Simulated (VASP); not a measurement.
Here is a VASP 6.6.1 calculation.

File INCAR:

```
ALGO = Normal
EDIFF = 1E-6
ENCUT = 520
GGA = CA
ISIF = 2
ISMEAR = -1
LASPH = True
LCHARG = True
LELF = True
LREAL = False
LVHAR = True
LWAVE = False
NBANDS = 17
NELM = 80
PREC = Accurate
SIGMA = 0.02
```

KPOINTS

```
k-points
0
Gamma
  8 8 8
```

Contents of POSCAR:

```
TePb
1.0
    0.0000000000      3.1914409303      3.1914409303
    3.1914409303      0.0000000000      3.1914409303
    3.1914409303      3.1914409303      0.0000000000
Te Pb
1 1
Direct
    0.5000000000      0.5000000000      0.5000000000
    0.0000000000      0.0000000000      0.0000000000
```

Potentials or basis: VASP PAW LDA potentials, release 64 (Te, Pb_d).

Launch:

```sh
$ cat potpaw_LDA.64/Te/POTCAR potpaw_LDA.64/Pb_d/POTCAR > POTCAR
$ mpirun -np 1 vasp_std > vasp.out
```

**Question.** Estimate the band gap on the k mesh.

**Answer.** 0.56 eV.

**Question.** What does it give for the pressure?

**Answer.** 0.0 GPa.

Caveat: spin-orbit coupling is left out, which moves the levels of the heavy elements.

**Measured values to compare with.**

A printed reference work, monograph reports, for a bulk crystal of TePb at 4.2 K: band gap 0.19 eV (direct).

A measured gap of TePb is 0.19 eV (direct; 4.2 K; a printed reference work, monograph); the calculated 0.56 eV misses it by +0.37 eV. Spin-orbit coupling on Pb, Te is left out. The value is that of LDA on a finite k mesh, which can miss the band edges, without temperature or zero-point motion.
